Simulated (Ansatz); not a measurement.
# ZnSe: a single-point run

Aim: a sound single-point run of ZnSe. The structure is shown as the input types it. The cell is built on a prototype (CsCl type) and needn't be the phase found in nature.

Method: density functional or hybrid calculation with the settings of its input, plane waves (as first typed), in Ansatz 0.2.0.

8 further runs of the same task are left out: 1 for a known fault of the program, 7 that didn't finish.

### 1 The system as given

Symmetry: Pm-3m, No. 221, cubic system. The conventional cell has a = 3.325 Å, b = 3.325 Å, c = 3.325 Å, α = 90.00°, β = 90.00°, γ = 90.00°. Zn (site symmetry m-3m) is surrounded by 8 Se at 2.88 Å. Around Se (site symmetry m-3m) lie 8 Zn at 2.88 Å.

The input asks for a charge of -0.05 e on the cell.

Coordinates:

```cif
data_structure
_symmetry_space_group_name_H-M 'Pm-3m'
_symmetry_Int_Tables_number 221
_cell_length_a 3.3252
_cell_length_b 3.3252
_cell_length_c 3.3252
_cell_angle_alpha 90.000
_cell_angle_beta 90.000
_cell_angle_gamma 90.000
_cell_volume 36.77
loop_
_atom_site_label
_atom_site_type_symbol
_atom_site_symmetry_multiplicity
_atom_site_Wyckoff_symbol
_atom_site_fract_x
_atom_site_fract_y
_atom_site_fract_z
_atom_site_occupancy
Zn1 Zn 1 a 0.00000 0.00000 0.00000 1
Se1 Se 1 b 0.50000 0.50000 0.50000 1
```

### 2 The run

Contents of input.yaml:

```yaml
crystal:
  lattice:
    - [3.3251530459, 0.0, 0.0]
    - [0.0, 3.3251530459, 0.0]
    - [0.0, 0.0, 3.3251530459]
  atoms:
    - { symbol: Zn, position: [0.0, 0.0, 0.0] }
    - { symbol: Se, position: [0.5, 0.5, 0.5] }
kpoints:
  mp_grid: { grid: [6, 6, 6] }
hamiltonian:
  xc: r2scan
scf:
  occupations: { method: fermi_dirac, width: 0.02 }
  n_extra_bands: 4
  max_iter: 58
output:
  forces: true
  stress: true
  eigenvalues: true
total_charge: -0.05
```

On the command line:

```bash
$ ansatz run input.yaml --threads 4 --pin off --max-ram 3686MiB --backend cpu --events-out ev --progress --plain --runs-dir out
```

Q: Will this input give a usable result? If not, why, and what should change?

The run converged and reported no error. Convergence says nothing about whether the input makes sense.

The suspect setting: total_charge is -0.05. With this charge the calculation describes a differently charged system.

The test: delete total_charge (the default then holds).
